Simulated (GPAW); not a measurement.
Runs of GPAW 26.7.0 on SnTe. It takes space group Fm-3m (No. 225, cubic). Conventional cell: a = 6.302 Å, b = 6.302 Å, c = 6.302 Å, α = 90.00°, β = 90.00°, γ = 90.00°. Te (site symmetry m-3m) is surrounded by 6 Sn at 3.15 Å. Sn (site symmetry m-3m) is surrounded by 6 Te at 3.15 Å. 

```csv
task,level,potentials or basis,cell,smearing,k mesh for the Wannier functions,dis froz max,extra bands,num iter,band path,pressure (GPa),relaxed volume (Å³/atom)
relaxation of cell and atoms,BLYP+D4,"PAW data sets generated in the run's folder for this functional, pw",relaxed to 2 GPa,fermi-dirac 0.05 eV,-,-,-,-,-,2.0,-
band structure,PBEsol,"PAW data sets generated in the run's folder for this functional, pw",as given,fermi-dirac 0.05 eV,-,-,-,-,"GXWKGLUWLK,UX",-0.7,-
single point,PBE,"GPAW PAW data sets (gpaw-data 1.2.1), pw",as given,gaussian 0.03 eV,-,-,-,-,-,1.9,-
relaxation of cell and atoms,LDA,"the program's PAW data sets (release 1.2.1) made for this functional, pw",relaxed to 1 GPa,fermi-dirac 0.05 eV,-,-,-,-,-,1.0,-
single point,PBE,"GPAW PAW data sets (gpaw-data 1.2.1), pw",as given,gaussian 0.029 eV,-,-,-,-,-,1.9,-
single point,PBE,"GPAW PAW data sets (gpaw-data 1.2.1), pw",as given,gaussian 0.012 eV,-,-,-,-,-,1.9,-
band structure,BLYP,"PAW data sets generated in the run's folder for this functional, pw",as given,fermi-dirac 0.05 eV,-,-,-,-,"GXWKGLUWLK,UX",(b),-
relaxation of cell and atoms,revPBE+D4,"the program's PAW data sets (release 1.2.1) made for this functional, pw",relaxed,fermi-dirac 0.05 eV,-,-,-,-,-,0.0,30.90
wannier90,PBE,"GPAW PAW data sets (gpaw-data 1.2.1), other valence, pw",as given,fermi-dirac 0.05 eV,6 × 6 × 6,2,8,0,"GXWKGLUWLK,UX",0.8,-
relaxation of cell and atoms,BLYP+D3(BJ),"PAW data sets generated in the run's folder for this functional, pw",relaxed,fermi-dirac 0.05 eV,-,-,-,-,-,0.0,31.77
relaxation of cell and atoms,revPBE+D3(BJ),"the program's PAW data sets (release 1.2.1) made for this functional, pw",relaxed,fermi-dirac 0.05 eV,-,-,-,-,-,0.0,(a)
```

Alike in all rows: no spin polarisation; k mesh 7 × 7 × 7; cutoff (eV) 600.

**Question.** Estimate the missing entries.

**Answer.** (a) 30.56; (b) 5.8.

Caveats: later steps reuse the first step's grids (some runs).

The runs don't all hold the same shells in valence.
